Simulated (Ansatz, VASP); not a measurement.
Ga in VASP and in Ansatz

File INCAR:

```
PREC     = Accurate       # precision mode
ENCUT    = 520            # plane-wave cutoff, eV
EDIFF    = 1E-6           # SCF threshold, eV
ISMEAR   = -1             # smearing method
SIGMA    = 0.05           # smearing width, eV
LREAL    = F              # projectors in reciprocal space
LASPH    = T              # aspherical terms in the spheres
NELM     = 60             # most SCF steps
ALGO     = Normal         # electronic algorithm
ISIF     = 2              # what is computed and relaxed
LWAVE    = F              # write WAVECAR
LCHARG   = F              # write CHGCAR
GGA      = PE             # functional
```

KPOINTS

```
Automatic mesh
0
Gamma
  10 10 10
```

Contents of POSCAR:

```
Ga
1.0
    2.7164800000      0.0271648000      0.0000000000
    0.0271648000      2.7164800000      0.0000000000
    0.0000000000      0.0000000000      2.7164800000
Ga
1
Direct
    0.0000000000      0.0000000000      0.0000000000
```

The input input.yaml:

```yaml
crystal:
  lattice:
    - [2.71648, 0.0271648, 0.0]
    - [0.0271648, 2.71648, 0.0]
    - [0.0, 0.0, 2.71648]
  atoms:
    - { symbol: Ga, position: [0.0, 0.0, 0.0] }
hamiltonian:
  xc: pbe
  pseudopotentials: { kind: paw }
kpoints:
  mp_grid: { grid: [10, 10, 10] }
scf:
  occupations: { method: fermi_dirac, width: 0.05 }
output:
  forces: true
  stress: true
  eigenvalues: true
```

Change from the starting cell: strain = 0.02.

Alike in both runs: task single point; functional PBE; k mesh 10 × 10 × 10; occupations fermi-dirac, width 0.05 eV; no spin polarisation.

```csv
,VASP,Ansatz
version,VASP 6.6.1,Ansatz 0.2.0
potentials or method,"VASP PAW PBE potentials, release 64 (Ga_d)",Ansatz PAW
plane-wave cutoff (eV),520,420
valence electrons in the cell,13,13
```

|  | VASP | Ansatz | Ansatz less VASP |
| --- | --- | --- | --- |
| gap on the k mesh at the Fermi level (eV) | none | none | - |
| pressure (GPa) | 0.3 | 0.2 | -0.07 |
| largest component of the traceless stress (GPa) | 0.82 | 0.82 | +0.003 |

A gap of «none» marks a metal or a gap that the smearing closes. With one functional, cell and mesh, what is left measures potentials, basis and numerics.
